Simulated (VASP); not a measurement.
**Cu: relaxation of cell and atoms with PBE**

The system is Cu.

```
Cu
1.0
     0.00000    1.80750    1.80750
     1.80750    0.00000    1.80750
     1.80750    1.80750    0.00000
Cu
1
Direct
  0.00000 0.00000 0.00000
```

```yaml
Program: VASP 6.6.1
Task: relaxation of cell and atoms
Functional: PBE
Potentials_or_basis: VASP PAW PBE potentials, release 64 (Cu)
Cutoff: 520 eV
k_mesh: 20 × 20 × 20
Occupations: gaussian, width 0.1 eV
Spin: no spin polarisation
Target_pressure: 21.1 GPa
Further_INCAR_settings: ALGO = Normal; EDIFF = 1e-07; IBRION = 2; EDIFFG = -0.15; NSW = 80; ISIF = 3
Target_pressure: 21.1 GPa
```

The relaxed volume is 10.73 Å³/atom and the relaxed cell is a = 2.476 Å, b = 2.476 Å, c = 2.476 Å, α = 60.00°, β = 60.00°, γ = 60.00°. The space group after relaxing (to 0.05 Å) is Fm-3m (No. 225), the energy change on relaxing (the enthalpy is what falls) is +71.6 meV/atom and the ionic steps are 3. The pressure after relaxing is 20.6 GPa and the band gap on the k mesh is none (metal or under the smearing width).

Step by step:
| step | energy change (eV) | largest force (eV/Å) | pressure (GPa) | volume (Å³) |
| --- | --- | --- | --- | --- |
| 1 | 0.0000 | 0.0000 | 2.31 | 11.81 |
| 2 | 0.3249 | 0.0000 | 54.31 | 9.60 |
| 3 | 0.0716 | 0.0000 | 20.60 | 10.73 |

Final structure:
```
CELL_PARAMETERS angstrom
0.00000 1.75069 1.75069
1.75069 0.00000 1.75069
1.75069 1.75069 0.00000
ATOMIC_POSITIONS crystal
Cu 0.00000 0.00000 0.00000
```

Levels at points of the mesh, in eV from the Fermi level:
```
           k point  band 2  band 3  band 4  band 5  band 6  band 7  band 8  band 9
(0.00, 0.00, 0.00)   -3.33   -3.33   -3.33   -2.37   -2.37   23.37   26.77   26.77
(0.50, 0.00, 0.00)   -3.37   -3.37   -1.71   -1.71   -1.28    4.28   21.81   23.62
(0.50, 0.50, 0.00)   -4.94   -1.74   -1.55   -1.55    1.44    7.82   13.86   13.86
```

Run time: 51 s on 1 thread of Intel(R) Xeon(R) Platinum 8259CL CPU @ 2.50GHz (Skylake/Cascade Lake), on a shared host, peak memory 0.15 GiB.

Caveat: the cell is relaxed towards a set pressure, so the enthalpy falls and the energy may rise; the relaxation stopped at a loose force limit of 0.15 eV/Å, so its end isn't a converged minimum.
